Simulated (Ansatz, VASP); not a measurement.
Two plane-wave programs on PbF2 (Fluorocronite)

```xyz
3
Lattice="0.0000 2.9236 2.9236 2.9236 0.0000 2.9236 2.9236 2.9236 0.0000" Properties=species:S:1:pos:R:3 pbc="T T T"
Pb    0.0000    0.0000    0.0000
F     4.3854    4.3854    4.3854
F     1.4618    1.4618    1.4618
```

Change from the starting cell: volume scaled by 0.96.

Alike in both runs: task single point; functional PBEsol; k mesh 8 × 8 × 8; occupations fermi-dirac, width 0.05 eV; no spin polarisation.

|  | VASP | Ansatz |
| --- | --- | --- |
| version | VASP 6.6.1 | Ansatz 0.2.0 |
| potentials or method | VASP PAW PBE potentials, release 64 (Pb_d, F) | Ansatz PAW |
| plane-wave cutoff (eV) | 520 | 420 |
| valence electrons in the cell | 28 | 28 |

```csv
,VASP,Ansatz,Ansatz less VASP
gap on the k mesh at the Fermi level (eV),4.29,4.30,+0.006
least direct gap on the mesh (eV),4.45,4.45,+0.005
pressure (GPa),1.9,2.1,+0.21
```

The functional is the same, so the differences come from potentials, cutoffs and numerics.

Caveats: spin-orbit coupling is left out, which as a rule narrows the gap of such compounds by several tenths of an eV; the PAW data sets were made with another functional, which shifts forces and pressure a little (VASP); the pressure holds a Pulay correction of +0.5 GPa for the finite cutoff (Ansatz); the PAW data sets come from PBE, with cores solved anew for the run's functional, which leaves a small shift of forces and pressure (Ansatz). A k mesh can miss the band edges.
